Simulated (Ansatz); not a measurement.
**AlN: two-dimensional strain map**

Theory: Ansatz, DFT LDA, scalar-relativistic, plane waves, PAW. Cutoff 420 eV, Γ-centred 9×9×6 k-points, Gaussian smearing of 0.05 eV. No spin polarisation. Energies are free energies at this smearing, counted from the undisturbed cell; pressure is positive in compression.

The undisturbed cell (as given, not relaxed at this level; it stands at -8.7 GPa; this form isn't the usual structure):

```yaml
crystal:
  lattice:
    - [3.31212, 0.00000, 0.00000]
    - [-1.65606, 2.86838, 0.00000]
    - [0.00000, 0.00000, 4.18756]
  atoms:
    - { symbol: Al, position: [0.33333, 0.66667, 0.75000] }
    - { symbol: Al, position: [0.66667, 0.33333, 0.25000] }
    - { symbol: N, position: [0.33333, 0.66667, 0.25000] }
    - { symbol: N, position: [0.66667, 0.33333, 0.75000] }
```

The cell is strained by p along both x and y and by q along z, fractional coordinates fixed. Points are written (p, q). At -9 GPa the given cell is far from its own equilibrium, so these figures belong to a strongly strained crystal.

Energy above the undisturbed cell in meV/atom (a dash: not computed):

```csv
p \ q,-0.030,-0.015,0.000,0.015,0.030
-0.030,?,0.2,-1.0,1.6,7.3
-0.015,-9.6,?,-8.7,-2.5,6.6
0.000,-8.6,-6.4,0.0,?,22.4
0.015,6.4,12.6,22.7,36.1,52.2
0.030,33.4,43.5,?,74.4,94.0
```

(1) Fill in the withheld energies.

Answers

(1) (-0.030, -0.030): 5.8; (-0.015, -0.015): -11.3; (0.000, 0.015): 9.8; (0.030, 0.000): 57.4.